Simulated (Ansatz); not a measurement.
**Rh: all-electron results**

```
CELL_PARAMETERS angstrom
-1.53523 1.53523 1.53523
1.53523 -1.53523 1.53523
1.53523 1.53523 -1.53523
ATOMIC_POSITIONS crystal
Rh 0.00000 0.00000 0.00000
```

The cell was built from the bcc type and relaxed in the same program, and has space group Im-3m; it needn't be a known or the stable phase.

Spin polarisation is left out, and whether a magnetic state lies lower isn't shown here.

Method: DFT, PBE, all-electron LAPW, scalar-relativistic in Ansatz 0.2.0.

The runs use a Γ-centred 16×16×16 k mesh, Fermi–Dirac smearing of 0.05 eV, basis error target 0.5 meV/atom, no spin polarisation.

| Item | Value |
| --- | --- |
| Pressure at this cell | -0.05 GPa |
| Volume per atom | 14.47 Å³ |

(1) Density of states at the Fermi level (0.2 eV bin): what does the calculation give?

(2) Band gap: what does the calculation give?

## Answers

(1) 2.81 states/eV per cell.

(2) none: with an odd electron count and no spin polarisation the bands can't all be full, a metal in this set-up (spin order or a larger cell could open a gap).
